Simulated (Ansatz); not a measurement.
# MoSe2: the cost of one run

Program: Ansatz 0.2.0. Level of theory: DFT PBEsol, frozen-core PAW and all-electron LAPW, scalar-relativistic unless said. These are calculated values, not measurements.

The COD entry's cell or inner coordinates are ideal or old and differ from later refinements, so a difference from it is no clean test against experiment.

### Step 1. The structure to begin with

Symmetry: P6_3/mmc, No. 194, hexagonal system. Conventional cell: a = 3.288 Å, b = 3.288 Å, c = 12.900 Å, α = 90.00°, β = 90.00°, γ = 120.00°. Mo (site symmetry -6m2) is surrounded by 6 Se at 2.49 Å. Around Se (site symmetry 3m) lie 3 Mo at 2.49 Å.

As a file:

```
Mo Se
1.0
     3.28800    0.00000    0.00000
    -1.64400    2.84749    0.00000
     0.00000    0.00000   12.90000
Mo Se
2 4
Direct
  0.33333 0.66667 0.25000
  0.66667 0.33333 0.75000
  0.33333 0.66667 0.62500
  0.66667 0.33333 0.12500
  0.33333 0.66667 0.87500
  0.66667 0.33333 0.37500
```

Cartesian axes are those of the input's lattice vectors. The structure goes back to a database entry.

### Step 2. Cell and atoms relaxed, PAW

The input, input.yaml:

```yaml
crystal:
  lattice:
    - [3.28799999998, 0.0, 0.0]
    - [-1.64399999999, 2.84749152763, 0.0]
    - [0.0, 0.0, 12.9]
  atoms:
    - { symbol: Mo, position: [0.333333333333, 0.666666666667, 0.25] }
    - { symbol: Mo, position: [0.666666666667, 0.333333333333, 0.75] }
    - { symbol: Se, position: [0.333333333333, 0.666666666667, 0.625] }
    - { symbol: Se, position: [0.666666666667, 0.333333333333, 0.125] }
    - { symbol: Se, position: [0.333333333333, 0.666666666667, 0.875] }
    - { symbol: Se, position: [0.666666666667, 0.333333333333, 0.375] }
kpoints:
  mp_grid: { grid: [10, 10, 2] }
scf:
  occupations: { method: fermi_dirac, width: 0.08 }
hamiltonian:
  xc: pbesol
  pseudopotentials: { kind: paw }
relax:
  f_tol: 0.002
  max_steps: 80
  cell: {}
output:
  forces: true
  stress: true
```

Launch:

```
$ ansatz run input.yaml --threads 2 --pin off --max-ram 6144MiB --backend cpu --events-out ev --progress --plain --runs-dir out
```

What time and memory should one allow on 2 threads of Arm Neoverse V1, shared host?

About 28 s, with a peak of 0.5 GiB.
